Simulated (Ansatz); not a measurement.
## TaN in Ansatz: the effect of Hubbard term

The system is TaN.

```xyz
2
Lattice="0.0000 2.2113 2.2113 2.2113 0.0000 2.2113 2.2113 2.2113 0.0000" Properties=species:S:1:pos:R:3 pbc="T T T"
Ta    2.2113    2.2113    2.2113
N     0.0000    0.0000    0.0000
```

The cell comes from a database or a generator and needn't be the stable form of this composition.

Alike in all runs:

```yaml
Program: Ansatz 0.2.0
Task: projected density of states
Functional: r2SCAN
Potentials_or_basis: Ansatz PAW
Cutoff: "500 eV (not typed: the program's choice for these potentials)"
k_mesh: 10 × 10 × 10
Occupations: fermi-dirac, width 0.05 eV
Spin: no spin polarisation
Hubbard_projectors: ortho-atomic (the default)
Double_counting: fll (the default)
```

```tsv
Hubbard term	pressure (GPa)
none	?
Ta d U = 1 eV	-5.3
Ta d U = 2 eV	-4.4
Ta d U = 3 eV	-3.4
Ta d U = 4 eV	-2.4
Ta d U = 5 eV	-1.3
Ta d U = 6 eV	-0.1
Ta d U = 8 eV	2.5
```

What does the run with Hubbard term none give?

Pressure -6.2 GPa.

Worked out: A parabola through the other rows of the pressure, of slope 0.782 GPa per eV there, extrapolates to -6.1 GPa, against the run's -6.2.

Caveats: the PAW data sets come from PBE, with cores solved anew for the run's functional, which leaves a small shift of forces and pressure; the density of states is complete only up to the lowest level of the last band computed; U without spin polarisation on a metal has little footing (some runs).
